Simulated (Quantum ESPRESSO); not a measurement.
# Ge (Fd-3m) in Quantum ESPRESSO: a series of runs, part 4 of 4

Quantum ESPRESSO 7.5. Earlier steps stand in the parts before.

## Step 6: Phonons, WC

File pw.in:

```
&CONTROL
  calculation = 'scf'
  prefix = 'pwscf'
  outdir = './tmp'
  pseudo_dir = './pseudo'
  tprnfor = .true.
  tstress = .true.
  disk_io = 'low'
/
&SYSTEM
  ibrav = 0
  A = 4.00068289
  nat = 2
  ntyp = 1
  ecutwfc = 78
  nbnd = 21
  input_dft = 'wc'
  occupations = 'smearing'
  smearing = 'mv'
  degauss = 0.01469973
/
&ELECTRONS
  conv_thr = 4d-10
  electron_maxstep = 120
  mixing_beta = 0.5
/
ATOMIC_SPECIES
Ge    72.6300 Ge.upf
CELL_PARAMETERS alat
   0.0000000000    0.7071067810    0.7071067810
   0.7071067810    0.0000000000    0.7071067810
   0.7071067810    0.7071067810    0.0000000000
ATOMIC_POSITIONS alat
Ge     1.0606601714    1.0606601714    1.0606601714
Ge     0.7071067810    0.7071067810    0.7071067810
K_POINTS automatic
8 8 8 0 0 0
```

File relax.in:

```
&CONTROL
  calculation = 'vc-relax'
  prefix = 'pwscf'
  outdir = './tmp'
  pseudo_dir = './pseudo'
  tprnfor = .true.
  tstress = .true.
  disk_io = 'low'
  nstep = 40
  forc_conv_thr = 0.0001
  etot_conv_thr = 1d-06
/
&SYSTEM
  ibrav = 0
  A = 4.00068289
  nat = 2
  ntyp = 1
  ecutwfc = 78
  nbnd = 21
  input_dft = 'wc'
  occupations = 'smearing'
  smearing = 'mv'
  degauss = 0.01469973
/
&ELECTRONS
  conv_thr = 4d-10
  electron_maxstep = 120
  mixing_beta = 0.5
/
&IONS
  ion_dynamics = 'bfgs'
/
&CELL
  cell_dynamics = 'bfgs'
  press = 0
  press_conv_thr = 0.2
/
ATOMIC_SPECIES
Ge    72.6300 Ge.upf
CELL_PARAMETERS alat
   0.0000000000    0.7071067810    0.7071067810
   0.7071067810    0.0000000000    0.7071067810
   0.7071067810    0.7071067810    0.0000000000
ATOMIC_POSITIONS alat
Ge     1.0606601714    1.0606601714    1.0606601714
Ge     0.7071067810    0.7071067810    0.7071067810
K_POINTS automatic
8 8 8 0 0 0
```

File scf2.in:

```
&CONTROL
  calculation = 'scf'
  prefix = 'pwscf'
  outdir = './tmp'
  pseudo_dir = './pseudo'
  tprnfor = .true.
  tstress = .true.
  disk_io = 'low'
/
&SYSTEM
  ibrav = 0
  A = 4.01289226
  nat = 2
  ntyp = 1
  ecutwfc = 78
  nbnd = 21
  input_dft = 'wc'
  occupations = 'smearing'
  smearing = 'mv'
  degauss = 0.01469973
/
&ELECTRONS
  conv_thr = 1d-13
  electron_maxstep = 120
  mixing_beta = 0.5
  startingpot = 'file'
  startingwfc = 'file'
/
ATOMIC_SPECIES
Ge    72.6300 Ge.upf
CELL_PARAMETERS alat
   0.0000000000    0.7071067819    0.7071067819
   0.7071067819    0.0000000000    0.7071067819
   0.7071067819    0.7071067819    0.0000000000
ATOMIC_POSITIONS alat
Ge     1.0606601729    1.0606601729    1.0606601727
Ge     0.7071067820    0.7071067820    0.7071067818
K_POINTS automatic
8 8 8 0 0 0
```

File ph.in:

```
phonons of Ge
&INPUTPH
  prefix = 'pwscf'
  outdir = './tmp'
  tr2_ph = 1d-18
  fildyn = 'dyn'
  niter_ph = 90
  alpha_mix(1) = 0.4
/
0.0000000000 0.0000000000 0.0000000000
```

File dynmat.in:

```
&INPUT
  fildyn = 'dyn'
  asr = 'crystal'
  filout = 'dynmat.disp'
  fileig = 'dynmat.eig'
/
```

Potentials or basis: PseudoDojo 0.4.1 SR PBE standard.

The run is started by

```console
$ OMP_NUM_THREADS=1 mpirun -n 4 pw.x -nk 4 -in pw.in > pw.out
$ OMP_NUM_THREADS=1 mpirun -n 4 pw.x -nk 4 -in relax.in > relax.out
$ OMP_NUM_THREADS=1 mpirun -n 4 pw.x -nk 4 -in scf2.in > scf2.out
$ OMP_NUM_THREADS=1 mpirun -n 4 ph.x -nk 4 -in ph.in > ph.out
$ OMP_NUM_THREADS=1 mpirun -n 1 dynmat.x -in dynmat.in > dynmat.out
```

pw.out:

```text
This program is part of the open-source Quantum ESPRESSO suite
     for quantum simulation of materials; please cite
         "P. Giannozzi et al., J. Phys.:Condens. Matter 21 395502 (2009);
         "P. Giannozzi et al., J. Phys.:Condens. Matter 29 465901 (2017);
         "P. Giannozzi et al., J. Chem. Phys. 152 154105 (2020);
     in publications or presentations arising from this work. More details at

     IMPORTANT: XC functional enforced from input :
     Exchange-correlation= WC
                           (   1   4  11   4   0   0   0)
     Any further DFT definition will be discarded
     Please, verify this is what you really want

     Message from routine setup:
     using ibrav=0 with symmetry is DISCOURAGED, use correct ibrav instead

     K-points division:     npool     =       4
     Subspace diagonalization in iterative solution of the eigenvalue problem:
     a serial algorithm will be used

     G-vector sticks info
     --------------------
     sticks:   dense  smooth     PW     G-vecs:    dense   smooth      PW
     Sum        1237    1237    361                28475    28475    4573

     Using Slab Decomposition

     bravais-lattice index     =            0
     lattice parameter (alat)  =       7.5602  a.u.
     unit-cell volume          =     305.5512 (a.u.)^3
     number of atoms/cell      =            2
     number of atomic types    =            1
     number of electrons       =        28.00
     number of Kohn-Sham states=           21
     kinetic-energy cutoff     =      78.0000  Ry
     charge density cutoff     =     312.0000  Ry
     scf convergence threshold =      4.0E-10
     mixing beta               =       0.5000
     number of iterations used =            8  plain     mixing
     Exchange-correlation= WC
                           (   1   4  11   4   0   0   0)

     celldm(1)=   7.560195  celldm(2)=   0.000000  celldm(3)=   0.000000
     celldm(4)=   0.000000  celldm(5)=   0.000000  celldm(6)=   0.000000

[... 8 lines left out ...]
               b(3) = (  0.707107  0.707107 -0.707107 )

     PseudoPot. # 1 for Ge read from file:
     Ge.upf
     Pseudo is Norm-conserving + core correction, Zval = 14.0
     Generated using ONCVPSP code by D. R. Hamann
     Using radial grid of 1560 points,  6 beta functions with:
                l(1) =   0
                l(2) =   0
                l(3) =   1
                l(4) =   1
                l(5) =   2
                l(6) =   2

     atomic species   valence    mass     pseudopotential
     Ge               14.00    72.63000     Ge( 1.00)

     48 Sym. Ops., with inversion, found (24 have fractional translation)

   Cartesian axes

     site n.     atom                  positions (alat units)
         1        Ge     tau(   1) = (   1.0606602   1.0606602   1.0606602  )
         2        Ge     tau(   2) = (   0.7071068   0.7071068   0.7071068  )

     number of k points=    29  Marzari-Vanderbilt smearing, width (Ry)=  0.0147
                       cart. coord. in units 2pi/alat
        k(    1) = (   0.0000000   0.0000000   0.0000000), wk =   0.0039062
        k(    2) = (   0.0883883   0.0883883  -0.0883883), wk =   0.0312500
        k(    3) = (   0.1767767   0.1767767  -0.1767767), wk =   0.0312500
        k(    4) = (   0.2651650   0.2651650  -0.2651650), wk =   0.0312500
        k(    5) = (  -0.3535534  -0.3535534   0.3535534), wk =   0.0156250
        k(    6) = (   0.1767767   0.0000000   0.0000000), wk =   0.0234375
[... 21 lines left out ...]
        k(   28) = (  -0.7071068   0.1767767   0.0000000), wk =   0.0468750
        k(   29) = (  -0.7071068   0.3535534   0.0000000), wk =   0.0234375

     Dense  grid:    28475 G-vectors     FFT dimensions: (  48,  48,  48)

     Initial potential from superposition of free atoms

     starting charge      27.9984, renormalised to      28.0000
     Starting wfcs are   18 randomized atomic wfcs +    3 random wfcs

     Self-consistent Calculation

     iteration #  1     ecut=    78.00 Ry     beta= 0.50
     Davidson diagonalization with overlap
     ethr =  1.00E-02,  avg # of iterations =  5.2

     Threshold (ethr) on eigenvalues was too large:
     Diagonalizing with lowered threshold

     Davidson diagonalization with overlap
     ethr =  1.28E-04,  avg # of iterations =  3.0

     total energy              =    -356.84842792 Ry
     estimated scf accuracy    <       0.03675213 Ry

     iteration #  2     ecut=    78.00 Ry     beta= 0.50
     Davidson diagonalization with overlap
     ethr =  1.31E-04,  avg # of iterations =  1.0
[... 36 lines left out ...]
     total energy              =    -356.84790334 Ry
     estimated scf accuracy    <          5.8E-09 Ry

     iteration #  8     ecut=    78.00 Ry     beta= 0.50
     Davidson diagonalization with overlap
     ethr =  2.06E-11,  avg # of iterations =  2.0

     End of self-consistent calculation

          k = 0.0000 0.0000 0.0000 (  3527 PWs)   bands (ev):

   -15.3411 -15.3411 -15.3411 -15.3044 -15.3044 -15.0914 -15.0914 -15.0914
   -15.0782 -15.0782  -3.4096   9.3272   9.3993   9.3993   9.3993  11.9393
    11.9393  11.9393  15.5933  18.8689  18.8689

          k = 0.0884 0.0884-0.0884 (  3575 PWs)   bands (ev):

   -15.3492 -15.3492 -15.3385 -15.2930 -15.2930 -15.1036 -15.1036 -15.0944
   -15.0678 -15.0678  -3.2191   7.0055   9.0636   9.0636  10.3723  12.3879
    12.3879  12.8377  16.5571  17.9374  17.9374
[... 157 lines left out ...]
          k =-0.7071 0.3536 0.0000 (  3552 PWs)   bands (ev):

   -15.3891 -15.3891 -15.2459 -15.2459 -15.1965 -15.1965 -15.1640 -15.1640
   -15.0240 -15.0240   0.5793   0.5793   5.4664   5.4664  13.6775  13.6775
    14.0349  14.0349  20.3584  20.3584  22.3296

     the Fermi energy is     9.3017 ev

!    total energy              =    -356.84790334 Ry
     estimated scf accuracy    <          1.1E-10 Ry
     smearing contrib. (-TS)   =       0.00021714 Ry
     internal energy E=F+TS    =    -356.84812049 Ry

     The total energy is F=E-TS. E is the sum of the following terms:
     one-electron contribution =    -183.01407093 Ry
     hartree contribution      =     110.48925668 Ry
     xc contribution           =     -86.82254805 Ry
     ewald contribution        =    -197.50075819 Ry

     convergence has been achieved in   8 iterations

     Forces acting on atoms (cartesian axes, Ry/au):

     atom    1 type  1   force =     0.00000000    0.00000000   -0.00000000
     atom    2 type  1   force =    -0.00000000   -0.00000000    0.00000000

     Total force =     0.000000     Total SCF correction =     0.000000

     Computing stress (Cartesian axis) and pressure

          total   stress  (Ry/bohr**3)                   (kbar)     P=        6.16
   0.00004187   0.00000000   0.00000000            6.16        0.00        0.00
   0.00000000   0.00004187   0.00000000            0.00        6.16        0.00
   0.00000000   0.00000000   0.00004187            0.00        0.00        6.16

=------------------------------------------------------------------------------=
   JOB DONE.
=------------------------------------------------------------------------------=
```

scf2.out:

```text
This program is part of the open-source Quantum ESPRESSO suite
     for quantum simulation of materials; please cite
         "P. Giannozzi et al., J. Phys.:Condens. Matter 21 395502 (2009);
         "P. Giannozzi et al., J. Phys.:Condens. Matter 29 465901 (2017);
         "P. Giannozzi et al., J. Chem. Phys. 152 154105 (2020);
[... 332 lines left out ...]
   0.00000000   0.00000130   0.00000000            0.00        0.19        0.00
   0.00000000   0.00000000   0.00000130            0.00        0.00        0.19

=------------------------------------------------------------------------------=
   JOB DONE.
=------------------------------------------------------------------------------=
```

Run time: 2.9 min. Hardware: 4 MPI ranks of Intel Xeon 6975P-C (Granite Rapids), shared host; peak memory 0.52 GiB.

Results:

* Free energy: -4855.1640 eV
* Relaxed volume: 22.85 Å³/atom
* Relaxed cell: a = 4.013 Å, b = 4.013 Å, c = 4.013 Å, α = 60.00°, β = 60.00°, γ = 60.00°
* Space group after relaxing (to 0.05 Å): Fd-3m (No. 227)
* Pressure after relaxing: 0.0 GPa
* Band gap on the k mesh: none (metal or under the smearing width)
* Highest phonon frequency at Γ: 279 cm⁻¹

The path:
```csv
step,energy change (eV),largest force (eV/Å),pressure (GPa),volume (Å³)
1,0.0000,0.0000,0.62,45.28
2,-0.0005,0.0000,0.40,45.42
3,-0.0007,0.0000,0.17,45.58
4,-0.0008,0.0000,0.00,45.69
5,-0.0008,0.0000,0.00,45.69
```

Final structure:
```xyz
2
Lattice="0.0000 2.8375 2.8375 2.8375 0.0000 2.8375 2.8375 2.8375 0.0000" Properties=species:S:1:pos:R:3 pbc="T T T"
Ge    4.2563    4.2563    4.2563
Ge    2.8375    2.8375    2.8375
```

Phonon frequencies in cm⁻¹ (negative: imaginary):
| q point | frequencies |
| --- | --- |
| (0.000, 0.000, 0.000) | 2 2 2 279 279 279 |

Optical modes at Γ, degenerate ones joined:
| cm⁻¹ | components | symmetry | active in |
| --- | --- | --- | --- |
| 279 | 3 | T2g | Raman |

Caveat: the potentials were made for another functional, which shifts forces and pressure.

## Step 7: Summary

| level | potentials or basis | form of the LDA correlation | gap on the mesh (eV) | pressure (GPa) |
| --- | --- | --- | --- | --- |
| LDA | PseudoDojo 0.4.1 SR LDA standard | PW92 | none | 0.0 |
| PBE | PseudoDojo 0.4.1 SR PBE standard | - | none | 0.1 |
| PBEsol | PseudoDojo 0.4.1 SR PBEsol standard | - | none | 0.0 |
| RPBE | PseudoDojo 0.4.1 SR PBE standard | - | none | 0.3 |
| WC | PseudoDojo 0.4.1 SR PBE standard | - | none | 0.0 |

Alike in all rows: task phonons; no spin polarisation; cell relaxed; k mesh 8 × 8 × 8; cutoff (eV) 1061; smearing cold 0.2 eV.

Caveats: the potentials were made for another functional, which shifts forces and pressure (some runs).

Total energies depend on the potentials used, so only differences within one code and one set of settings carry meaning.

## Step 8: How close it comes

Step 2. Against the measured gap of Ge, 0.666 eV (indirect; 293 K; “Electronic and optical properties of SixGe1-x-ySny alloys lattice-matched to Ge”, 2021, arxiv:2109.02782), the calculated 0.00 eV is off by -0.67 eV. 3 values of this kind are on record (0.666 to 0.807 eV); this one was drawn at random among those near their median. Spin-orbit coupling on Ge is left out. The value is that of LDA on a finite k mesh, which can miss the band edges, without temperature or zero-point motion. Semilocal functionals fall short of measured gaps as a rule.

Step 3. Against the measured gap of Ge, 0.666 eV (indirect; 293 K; “Electronic and optical properties of SixGe1-x-ySny alloys lattice-matched to Ge”, 2021, arxiv:2109.02782), the calculated 0.00 eV is off by -0.67 eV. 3 values of this kind are on record (0.666 to 0.807 eV); this one was drawn at random among those near their median. Spin-orbit coupling on Ge is left out. The value is that of PBE on a finite k mesh, which can miss the band edges, without temperature or zero-point motion. Semilocal functionals fall short of measured gaps as a rule.

Step 4. Against the measured gap of Ge, 0.807 eV (direct; 300 K; “Electronic and optical properties of SixGe1-x-ySny alloys lattice-matched to Ge”, 2021, arxiv:2109.02782), the calculated 0.00 eV is off by -0.81 eV. 3 values of this kind are on record (0.666 to 0.807 eV); this one was drawn at random among those near their median. Spin-orbit coupling on Ge is left out. The value is that of PBEsol on a finite k mesh, which can miss the band edges, without temperature or zero-point motion. Semilocal functionals fall short of measured gaps as a rule.

Step 5. Measured gap of Ge: 0.744 eV (indirect; 0 K; “Temperature-dependent photoluminescence in Ge: experiment and theory”, 2020, arxiv:2003.00143). This calculation gives 0.00 eV (-0.74 eV). 2 values of this kind are on record (0.666 to 0.744 eV); this one was drawn at random. Spin-orbit coupling on Ge is left out. The value is that of RPBE on a finite k mesh, which can miss the band edges, without temperature or zero-point motion. Semilocal functionals fall short of measured gaps as a rule.

Step 6. A measured gap of Ge is 0.666 eV (indirect; 293 K; “Electronic and optical properties of SixGe1-x-ySny alloys lattice-matched to Ge”, 2021, arxiv:2109.02782); the calculated 0.00 eV misses it by -0.67 eV. 3 values of this kind are on record (0.666 to 0.807 eV); this one was drawn at random among those near their median. Spin-orbit coupling on Ge is left out. The value is that of WC on a finite k mesh, which can miss the band edges, without temperature or zero-point motion. Semilocal functionals fall short of measured gaps as a rule.
